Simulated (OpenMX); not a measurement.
The system is Pd.

```
Pd
1.0
     0.00000    1.94650    1.94650
     1.94650    0.00000    1.94650
     1.94650    1.94650    0.00000
Pd
1
Cartesian
  0.0000 0.0000 0.0000
```

```yaml
Program: OpenMX 3.8.5
Task: single point
Functional: PBE
Potentials_or_basis: OpenMX 2013 PBE set, Pd7.0-s3p2d2, grid cutoff 400 Ry
k_mesh: 13 × 13 × 13
Occupations: fermi-dirac, width 0.05 eV
Spin: no spin polarisation
```

On this cell: pressure 12.3 GPa; band gap on the k mesh none (metal or under the smearing width).

The same run follows on a disturbed copy (cell strained at random at fixed volume):

```
Pd
1.0
    -0.01113    1.95522    1.94186
     1.97107    0.00634    1.92440
     1.96444    1.93112    0.01297
Pd
1
Direct
  0.02384 0.98301 0.99703
```

Question: What changes?

Answer: The energy (extrapolated to zero smearing) moves by +2.0 meV/atom; pressure 12.4 GPa; band gap on the k mesh none (metal or under the smearing width).

Caveats: the basis of atomic orbitals isn't converged, which shifts pressures, moduli and gaps.
